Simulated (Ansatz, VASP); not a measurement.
**Co in VASP and in Ansatz**

```
Co
1.0
     2.47200    0.00000    0.00000
    -1.23600    2.14081    0.00000
     0.00000    0.00000    4.02114
Co
2
Direct
  0.66667 0.33333 0.75000
  0.33333 0.66667 0.25000
```

Alike in both runs: task relaxation of cell and atoms; functional PBE; dispersion D3(BJ); k mesh 12 × 12 × 7; occupations fermi-dirac, width 0.05 eV; collinear spin.

|  | VASP | Ansatz |
| --- | --- | --- |
| version | VASP 6.6.1 | Ansatz 0.2.0 |
| potentials or method | VASP PAW PBE potentials, release 64 (Co), cutoff 600 eV | all-electron LAPW, scalar-relativistic |

Ansatz gave:

- net moment per atom (μB): 1.60
- size of the moment on the site where the two differ most (μB): 1.66
- relaxed volume (Å³/atom): 10.55
- relaxed cell length with the largest relative difference (Å): 3.987
- energy change over the relaxation (meV/atom): -1

Which values does VASP return?

net moment per atom (μB): 1.58; size of the moment on the site where the two differ most (μB): 1.60; relaxed volume (Å³/atom): 10.51; relaxed cell length with the largest relative difference (Å): 3.981; energy change over the relaxation (meV/atom): -2.

Site moments also hang on the region over which each program counts them. Ansatz ran all-electron here, so the differences hold the error of VASP's frozen core and of both bases.

Caveats: pairwise dispersion overbinds metals, which lowers pressure and volume (VASP).
